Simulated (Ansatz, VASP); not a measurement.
# SiC (Moissanite 3C) in two plane-wave programs

One calculation is typed for both programs; each brings its own data sets and cutoff. How far apart do they land? The cell is taken from a series of VASP runs on this material, whose earlier steps may have relaxed, scaled or displaced it; both programs get it as it stands.

Method: plane waves, with VASP 6.6.1 beside it; relaxation of cell and atoms at PBEsol and relaxation of cell and atoms at r2SCAN with rVV10, in Ansatz 0.2.0.

### Step 1. The starting structure

It takes space group F-43m (No. 216, cubic). Conventional cell: a = 4.358 Å, b = 4.358 Å, c = 4.358 Å, α = 90.00°, β = 90.00°, γ = 90.00°. Si has 4 C at 1.89 Å nearest. Nearest to C lie 4 Si at 1.89 Å. Farther neighbours are not listed.

Structure file:

```xyz
2
Lattice="0.0000 2.1790 2.1790 2.1790 0.0000 2.1790 2.1790 2.1790 0.0000" Properties=species:S:1:pos:R:3 pbc="T T T"
Si    0.0000    0.0000    0.0000
C     3.2685    3.2685    3.2685
```

### Step 2. VASP: relaxation of cell and atoms, PBEsol

The relaxed volume is the usual yardstick between codes: its relative difference is about their pressure difference at one cell divided by the bulk modulus.

Lines of VASP's logs that name or quote its potential files are left out, and so is its time.

File INCAR:

```
SYSTEM = SiC
PREC = Accurate
ENCUT = 520
EDIFF = 1E-07
NELM = 100
ISMEAR = 0
SIGMA = 0.03
LREAL = .FALSE.
ALGO = Normal
GGA = PS
NBANDS = 10
LORBIT = 11
LWAVE = .FALSE.
LCHARG = .FALSE.
KPAR = 2
IBRION = 2
NSW = 50
ISIF = 3
EDIFFG = -0.002
```

File POSCAR:

```
SiC
1.0
    0.0000000000      2.1790000000      2.1790000000
    2.1790000000      0.0000000000      2.1790000000
    2.1790000000      2.1790000000      0.0000000000
Si C
1 1
Direct
    0.0000000000      0.0000000000      0.0000000000
    0.7500000000      0.7500000000      0.7500000000
```

File KPOINTS:

```
Automatic mesh
0
Gamma
12 12 12
0 0 0
```

PAW data sets: Si and C (PBE family, release 64).

Started as:

```console
> mpirun -np 2 vasp_std
```

Numbers of over 12 decimals in the logs are rounded to 6 here.

The log of the run:

```text
[banner, memory and clock lines left out]
running    2 mpi-ranks, on    1 nodes
 distrk:  each k-point on    1 cores,    2 groups
 distr:  one band on    1 cores,    1 groups

 POSCAR found type information on POSCAR SiC
 POSCAR found :  2 types and       2 ions
|                                                                             |
|               ----> ADVICE to this user running VASP <----                  |
|                                                                             |
|     You enforced a specific xc type in the INCAR file but a different       |
|     [... a line on the potential file left out ...]
|     I HOPE YOU KNOW WHAT YOU ARE DOING!                                     |
|                                                                             |

 LDA part: xc-table for (Slater+PW92), standard interpolation
 POSCAR, INCAR and KPOINTS ok, starting setup
 FFT: planning ... GRIDC
 FFT: planning ... GRID_SOFT
 FFT: planning ... GRID
 WAVECAR not read
 entering main loop
       N       E                     dE             d eps       ncg     rms          rms(c)
DAV:   1     0.313388144231E+01    0.31339E+01   -0.39721E+03  1512   0.665E+02
DAV:   2    -0.171363222837E+02   -0.20270E+02   -0.19238E+02  1926   0.112E+02
DAV:   3    -0.177101405664E+02   -0.57382E+00   -0.57316E+00  1704   0.167E+01
DAV:   4    -0.177124271300E+02   -0.22866E-02   -0.22864E-02  1664   0.134E+00
DAV:   5    -0.177124381152E+02   -0.10985E-04   -0.10985E-04  1668   0.825E-02    0.874E+00
DAV:   6    -0.159954676885E+02    0.17170E+01   -0.62776E+00  1500   0.120E+01    0.392E+00
DAV:   7    -0.159296159479E+02    0.65852E-01   -0.36170E-01  1700   0.367E+00    0.177E+00
DAV:   8    -0.159152559097E+02    0.14360E-01   -0.21215E-02  1500   0.995E-01    0.159E-01
DAV:   9    -0.159150851702E+02    0.17074E-03   -0.15299E-03  1774   0.221E-01    0.110E-01
DAV:  10    -0.159151290937E+02   -0.43923E-04   -0.10842E-04  1548   0.714E-02    0.232E-02
DAV:  11    -0.159151293090E+02   -0.21533E-06   -0.11258E-05  1636   0.199E-02    0.491E-03
DAV:  12    -0.159151295445E+02   -0.23544E-06   -0.53401E-07  1526   0.494E-03    0.534E-04
DAV:  13    -0.159151295749E+02   -0.30443E-07   -0.15194E-08   750   0.932E-04
   1 F= -.15915130E+02 E0= -.15915130E+02  d E =-.159151E+02
 curvature:   0.00 expect dE= 0.000E+00 dE for cont linesearch  0.000E+00
 trial: gam= 0.00000 g(F)=  0.582E-48 g(S)=  0.353E-04 ort = 0.000E+00 (trialstep = 0.100E+01)
 search vector abs. value=  0.353E-04
 bond charge predicted
       N       E                     dE             d eps       ncg     rms          rms(c)
DAV:   1    -0.159151439384E+02   -0.14394E-04   -0.67084E-04  1450   0.185E-01    0.292E-02
DAV:   2    -0.159151309640E+02    0.12974E-04   -0.30370E-05  1474   0.310E-02    0.145E-02
DAV:   3    -0.159151279972E+02    0.29669E-05   -0.43020E-06  1556   0.126E-02    0.385E-03
DAV:   4    -0.159151273438E+02    0.65339E-06   -0.65845E-07  1508   0.402E-03    0.164E-03
DAV:   5    -0.159151272584E+02    0.85425E-07   -0.20186E-08   738   0.943E-04
   2 F= -.15915127E+02 E0= -.15915127E+02  d E =0.231655E-05
 trial-energy change:    0.000002  1 .order    0.000001   -0.000035    0.000038
 step:   0.4612(harm=  0.4828)  dis= 0.00000  next Energy=   -15.915138 (dE=-0.804E-05)
 bond charge predicted
       N       E                     dE             d eps       ncg     rms          rms(c)
DAV:   1    -0.159151415134E+02   -0.14170E-04   -0.19510E-04  1448   0.997E-02    0.157E-02
DAV:   2    -0.159151380838E+02    0.34296E-05   -0.88557E-06  1470   0.168E-02    0.775E-03
DAV:   3    -0.159151374951E+02    0.58878E-06   -0.12496E-06  1552   0.680E-03    0.207E-03
DAV:   4    -0.159151374871E+02    0.79457E-08   -0.18965E-07  1336   0.217E-03
   3 F= -.15915137E+02 E0= -.15915137E+02  d E =-.791220E-05
 curvature:  -0.24 expect dE=-0.101E-07 dE for cont linesearch -0.101E-07
 trial: gam=-0.03326 g(F)=  0.503E-47 g(S)=  0.419E-07 ort = 0.122E-05 (trialstep = 0.892E+00)
 search vector abs. value=  0.150E-09
 reached required accuracy - stopping structural energy minimisation
```

Parts of OUTCAR (step 2):

```text
ion  position               nearest neighbor table
   1  0.000  0.000  0.000-   2 1.89   2 1.89   2 1.89   2 1.89
   2  0.750  0.750  0.750-   1 1.89   1 1.89   1 1.89   1 1.89

  LATTYP: Found a face centered cubic cell.
 ALAT       =     4.3580000000

 Subroutine GETGRP returns: Found 24 space group operations
 (whereof 24 operations were pure point group operations)

The static configuration has the point symmetry T_d .

 Found     72 irreducible k-points:

   k-points           NKPTS =     72   k-points in BZ     NKDIM =     72   number of bands    NBANDS=     10

   dimension x,y,z NGX =    24 NGY =   24 NGZ =   24
   dimension x,y,z NGXF=    48 NGYF=   48 NGZF=   48

   ENCUT  =  520.0 eV  38.22 Ry    6.18 a.u.   5.73  5.73  5.73*2*pi/ulx,y,z

   NELECT =       8.0000    total number of electrons

 k-points in reciprocal lattice and weights: Automatic mesh
   0.00000000  0.00000000  0.00000000       0.001
   0.08333333  0.00000000  0.00000000       0.005
   0.16666667  0.00000000  0.00000000       0.005
   0.25000000  0.00000000  0.00000000       0.005
   0.33333333  0.00000000  0.00000000       0.005
   0.41666667  0.00000000  0.00000000       0.005
   0.50000000  0.00000000  0.00000000       0.002
   0.08333333  0.08333333  0.00000000       0.003
   0.16666667  0.08333333  0.00000000       0.014
[...]
-0.33333333  0.50000000  0.16666667       0.007
  -0.25000000  0.50000000  0.25000000       0.003

 average (electrostatic) potential at core
       1 -80.1255       2 -44.9655

 E-fermi :   8.1660

 k-point     1 :       0.0000    0.0000    0.0000
  band No.  band energies     occupation
      1      -7.3701      2.00000
      2       8.0482      2.00000
      3       8.0482      2.00000
      4       8.0482      2.00000
      5      14.2269      0.00000
      6      15.2857      0.00000
      7      15.2857      0.00000
      8      15.2857      0.00000
      9      22.5002      0.00000
    ...

 k-point     2 :       0.0833    0.0000    0.0000
  band No.  band energies     occupation
      1      -7.2338      2.00000
      2       7.3166      2.00000
      3       7.9525      2.00000
      4       7.9525      2.00000
      5      14.4608      0.00000
      6      15.4424      0.00000
      7      15.4623      0.00000
      8      15.4623      0.00000
      9      21.7314      0.00000
    ...

 k-point     3 :       0.1667    0.0000    0.0000
  band No.  band energies     occupation
      1      -6.8289      2.00000
      2       5.6645      2.00000
      3       7.7161      2.00000
      4       7.7161      2.00000
      5      14.3215      0.00000
      6      15.8043      0.00000
      7      15.8043      0.00000
      8      16.3346      0.00000
      9      20.9296      0.00000
    ...

  Total        0.0007609      0.0007609      0.0007609     -0.0000000     -0.0000000      0.0000000
  in kB        0.0588726      0.0588726      0.0588726     -0.0000000     -0.0000000      0.0000000
  external PRESSURE =       0.0588726 kB  Pullay stress =       0.0000000 kB

  energy-cutoff  :      520.00
  volume of cell :       20.71
      direct lattice vectors                 reciprocal lattice vectors
    -0.000000000  2.179535460  2.179535460    -0.229406683  0.229406683  0.229406683
     2.179535460 -0.000000000  2.179535460     0.229406683 -0.229406683  0.229406683
     2.179535460  2.179535460  0.000000000     0.229406683  0.229406683 -0.229406683

 POSITION                                       TOTAL-FORCE (eV/Angst)
 -----------------------------------------------------------------------------------
      0.00000     -0.00000      0.00000        -0.000000     -0.000000     -0.000000
      3.26930      3.26930      3.26930         0.000000      0.000000      0.000000
 -----------------------------------------------------------------------------------
    total drift:                               -0.000000     -0.000000     -0.000000

  FREE ENERGIE OF THE ION-ELECTRON SYSTEM (eV)
  ---------------------------------------------------
  free  energy   TOTEN  =       -15.9151374871 eV

  energy  without entropy=      -15.9151374871  energy(sigma->0) =      -15.91513749

 reached required accuracy - stopping structural energy minimisation

 total charge
# of ion       s       p       d       tot
------------------------------------------
    1        0.708   0.973   0.000   1.681
    2        0.833   1.699   0.000   2.531
--------------------------------------------------
tot          1.541   2.671   0.000   4.212

[... 3 further parts left out ...]
```

### Step 3. Ansatz: relaxation of cell and atoms, PBEsol

Ansatz runs on its default PAW (the set named soft_2) files.

The same cell, functional, mesh and smearing now go to Ansatz, which takes its cutoff from its data sets.

File input.yaml:

```yaml
crystal:
  lattice:
    - [0.0, 2.179, 2.179]
    - [2.179, 0.0, 2.179]
    - [2.179, 2.179, 0.0]
  atoms:
    - { symbol: Si, position: [0.0, 0.0, 0.0] }
    - { symbol: C, position: [0.75, 0.75, 0.75] }
hamiltonian:
  xc: pbesol
  pseudopotentials: { kind: paw }
kpoints:
  mp_grid: { grid: [12, 12, 12] }
scf:
  occupations: { method: gaussian, width: 0.03 }
relax:
  f_tol: 0.01
  max_steps: 60
  cell: { stress_tol: 0.05 }
output:
  forces: true
  stress: true
  write_density: true
  write_potential: true
  elf: true
  volumetric_format: npy
```

Started as:

```console
> ansatz run input.yaml --threads 4 --pin off --max-ram 9216MiB --backend cpu --events-out ev --progress --plain --runs-dir out
```

The log of the run:

```text
Engine: ansatz 0.2.0, aarch64-unknown-linux-gnu
Pseudopotentials: kind: paw
Pseudopotential: Si, paw, valence charge 4, recommended cutoff 420 eV (normal), Si.paw.azcp
Pseudopotential: C, paw, valence charge 4, recommended cutoff 420 eV (normal), C.paw.azcp
Functional definition: PBEsol
  exchange = pbesol_x
  correlation = pbesol_c
Crystal: 2 atoms, lattice volume = 20.692 Å³
Basis set: ecut = 420 eV, 411 PW (Γ), exchange–correlation on 48×48×48 points (8 copies of the dense FFT grid, shifted against one another)
Bands: 8, of which v1, the nominal top of the filled ones, is band 4 counted from 1 (3 counted from 0)
Symmetry: 24 space group operations
Space group: F-43m (ITA 216), of the structure as read, at distance tolerance 2.7e-5 Å
k-points: 72 of 1728 (time reversal used)
Non-local potential: Si, projectors of the file, l = 0: 2, l = 1: 2, l = 2: 2
Non-local potential: C, projectors of the file, l = 0: 2, l = 1: 2, l = 2: 1
PAW form: soft (Blöchl's): semilocal exchange-correlation on the pseudo side does not see the compensation charge
PAW frozen core: Si, regenerated for the run's functional, and the local potential with it (the file was generated under x = pbe(κ = 0.804, μ = 0.219515), c = pbe(β = 0.066725))
PAW frozen core: C, regenerated for the run's functional, and the local potential with it (the file was generated under x = pbe(κ = 0.804, μ = 0.219515), c = pbe(β = 0.066725))
PAW one-centre angular grid: Si, 110 points (default); XC on 64 Gauss nodes
PAW one-centre angular grid: C, 110 points (default); XC on 64 Gauss nodes
Initial density: superposition of atomic densities (neutral atoms: chi_scale 0, normalization atom), corrected by the library's trained network
Initial wavefunctions: pseudopotential atomic-orbital guess
Functional: x = pbesol(κ = 0.804, μ = 0.123457), c = pbesol(β = 0.046)
SCF iter   1: F=—  HF=-868.711103 eV  |F-HF|=—  |Δ(HF+E_count)|=         —  Δρ=8.25e-3  dr2=1.70e-2  ethr=1.77e-3  ⟨swp⟩=5.8  Hψ=4760  notcnv=0
preconditioner: auto → none  [insulator: Δε(μ)=1.138 eV  Ē_g=13.947 eV  σ=0.030 eV  W_gap=1.00  n_scr=0 (ndim 8)  ℏωp=23.1 eV  f_vac=0.000  D(μ)=0.00/eV (n_scr^D=0)  ε∞_Penn≈3.7]
SCF iter   2: F=—  HF=-868.706445 eV  |F-HF|=—  |Δ(HF+E_count)|=   4.66e-3  Δρ=2.42e-3  dr2=1.01e-3  ethr=2.13e-4  ⟨swp⟩=2.6  Hψ=1553  notcnv=0
SCF iter   3: F=—  HF=-868.706163 eV  |F-HF|=—  |Δ(HF+E_count)|=   2.82e-4  Δρ=7.42e-4  dr2=7.26e-5  ethr=1.26e-5  ⟨swp⟩=2.7  Hψ=851  notcnv=0
SCF iter   4: F=—  HF=-868.706166 eV  |F-HF|=—  |Δ(HF+E_count)|=   2.44e-6  Δρ=1.00e-4  dr2=9.36e-7  ethr=9.07e-7  ⟨swp⟩=2.0  Hψ=864  notcnv=0
iter 5 did not close the SCF: its close was put off for the readings that it lacked (scf_convergence_deferred on its scf_iter line)
SCF iter   5: F=-868.706166 eV  HF=-868.706166 eV  |F-HF|=8.09e-9  |Δ(HF+E_count)|=   6.34e-7  Δρ=8.59e-6  dr2=1.45e-8  ethr=1.17e-8  ⟨swp⟩=2.2  Hψ=857  notcnv=0
SCF iter   6: F=-868.706166 eV  HF=-868.706166 eV  |F-HF|=7.45e-11  |Δ(HF+E_count)|=   3.81e-9  Δρ=2.01e-6  dr2=5.71e-10  ethr=1.81e-10  ⟨swp⟩=4.9  Hψ=2679  notcnv=0
SCF 1 converged in 6 iterations: F = -868.706166 eV  dr2 = 5.71e-10
  greatest PAW one-centre occupation: 0.643 electrons in one spin orbital (limit 2), on the C atom at site 1 (counted from 0), in its partial waves of l = 0
relax step   1: F+E_penalty+E_count = -868.70616616 eV  Δ(F+E_penalty+E_count) = +0.000e0 eV  max|allowed force component| = 4.071e-16 eV/Å  Δτ_max = 0.0000 Å  P = -0.180 GPa  Ω = 20.692 Å³  (6 SCF iters, dr2 threshold 1.00e-7 eV, accepted)
[...]
relax step   2: F+E_penalty+E_count = -868.70619003 eV  Δ(F+E_penalty+E_count) = -2.386e-5 eV  max|allowed force component| = 1.480e-16 eV/Å  Δτ_max = 0.0000 Å  P = -0.084 GPa  Ω = 20.683 Å³  energy of the carried Pulay correction = +1.655e-5 eV  (3 SCF iters, dr2 threshold 8.11e-8 eV, accepted)
[...]
relax step   3: F+E_penalty+E_count = -868.70620647 eV  Δ(F+E_penalty+E_count) = -1.645e-5 eV  max|allowed force component| = 8.789e-17 eV/Å  Δτ_max = 0.0000 Å  P = +0.000 GPa  Ω = 20.675 Å³  energy of the carried Pulay correction = +3.098e-5 eV  (3 SCF iters, dr2 threshold 1.76e-8 eV, accepted)
[...]
relax step   4: F+E_penalty+E_count = -868.70616227 eV  Δ(F+E_penalty+E_count) = +4.420e-5 eV  max|allowed force component| = 1.619e-16 eV/Å  Δτ_max = 0.0000 Å  P = -0.002 GPa  Ω = 20.675 Å³  stress off target by 2.06e-3 GPa  SCF on the basis re-selected at this cell (its energy is not comparable with the rows above)  (4 SCF iters)
basis re-selected at this cell: Δ(F+E_penalty+E_count) = +4.420e-5 eV, ΔP = -0.002 GPa vs the last step (what re-selecting the basis moved, of the pressure what is left beyond the Pulay correction that the steps carried, after the strain that the cell walked since its last selection, with what the two solves' SCF thresholds leave and, on support functions, any second-order correction that the steps lacked; it is no m [...]
SCF converged after 4 iterations
Free energy (F): -868.706162 eV
Harris-Foulkes:  -868.706162 eV  (|F-HF|=2.73e-12)
Internal energy: -868.706162 eV  (E = F + TS)
E sigma→0 (E₀):  -868.706162 eV
Fermi energy:    10.049834 eV
--- Per-component energies (eV) ---
  E_band       = 28.135099
  E_kinetic    = 135.293165
  E_local      = -103.740897  (includes V_loc(G=0)·N_el)
  E_nonlocal   = 51.990495
  E_hartree    = 31.526588
  E_xc         = -104.623415
  E_vxc        = -109.152467  (∫ρ·V_xc dr)
  E_paw        = -594.344566  (= ΣΔE_a)
  E_vpaw       = -9.308369  (= ΣTr[D̂ρ^β])
  E_aug_tail   = 0.000011  (compensation charges beyond the density's cutoff)
  E_ewald      = -284.860204
  E_core_change = 0.052661  (= ΣΔE_core)
  E_smearing   = -0.000000  (= −TS)
  E_closure    = -0.000000  (closes the sum)
  Σ components = -868.706162   (vs F -868.706162, Δ=0.00e0)
--- Forces (eV/Å), atoms counted from 1 ---
  atom   1  Si    -0.00000000     0.00000000     0.00000000
  atom   2  C     -0.00000000    -0.00000000    -0.00000000
  max |Σ_I F_I| component: 7.40e-17 eV/Å
--- Stress (GPa, compression-positive) ---
       -0.002065       0.000000       0.000000
       -0.000000      -0.002065       0.000000
        0.000000       0.000000      -0.002065
  P = ⅓ Tr σ = -0.0021 GPa (-0.021 kbar)
--- Band table (eV; the first three rows and the last of 72) ---
  k-point 0: bands = ["-5.9992", "9.4282", "9.4282", "9.4282", "15.6049", "16.6766", "16.6766", "16.6766"]
  k-point 1: bands = ["-5.8627", "8.6967", "9.3326", "9.3326", "15.8412", "16.8311", "16.8532", "16.8532"]
  k-point 2: bands = ["-5.4573", "7.0442", "9.0961", "9.0961", "15.7064", "17.1950", "17.1950", "17.7190"]
  k-point 71: bands = ["-0.6884", "2.3858", "4.3764", "4.6820", "14.5495", "18.7985", "18.8491", "19.0593"]
--- Relaxed structure (3 steps of the walk, 3 accepted, 1 SCFs on fresh bases) ---
  F+E_penalty+E_count = -868.70616227 eV   max|allowed force component| = 1.619e-16 eV/Å   (the final SCF, on the basis selected at the relaxed cell)
  cell:  # Å, volume = 20.6753 Å³
    - [0, 2.178415, 2.178415]
    - [2.178415, 0, 2.178415]
    - [2.178415, 2.178415, 0]
  atoms:
    - { symbol: Si, position: [0, 0, 0] }
    - { symbol: C, position: [0.75, 0.75, 0.75] }
```

Wall time 2 s (4 threads of Arm Neoverse V2, shared host); peak memory 0.3 GiB; 5.7 s of CPU time.

### Step 4. Differences

Known differences besides the potentials themselves: both relaxations stop at a tolerance, which leaves soft axes loose, and VASP keeps its plane-wave basis; the cutoff is 420 eV in Ansatz and 520 eV in VASP; Ansatz makes its cores anew for this functional, VASP keeps those of its PBE data sets; VASP leaves aspherical gradient terms in its spheres out (LASPH is not set), Ansatz keeps them; Ansatz adds a Pulay correction to the stress that steers its cell, VASP none. Total energies have different zeros and are not compared.

The two programs side by side:

```
                                         quantity  Ansatz   VASP  difference
                                      volume (Å³)   20.68  20.71     -0.15 %
edge a after relaxation, in the typed setting (Å)   3.081  3.082     -0.05 %
```

The walks stopped with 0.00 GPa left in Ansatz and 0.01 GPa in VASP; each walk ends within a tolerance, so the volume difference is uncertain by about these residues over the bulk modulus, most in soft cells.

(Continued in part 2 of 2.)

[Lines on the potential files, build, host, timing and source positions are cut from VASP's logs without a mark.]

[Logs are printed without paths, hosts, clocks, repeated set-up lines and the standing remarks that a program may print on its own settings, such as how far it seeks lower states.]

[Hosts, paths, dates, database ids (printed as entryN), source tags and the programs' standing remarks are cut or masked in the printed files.]
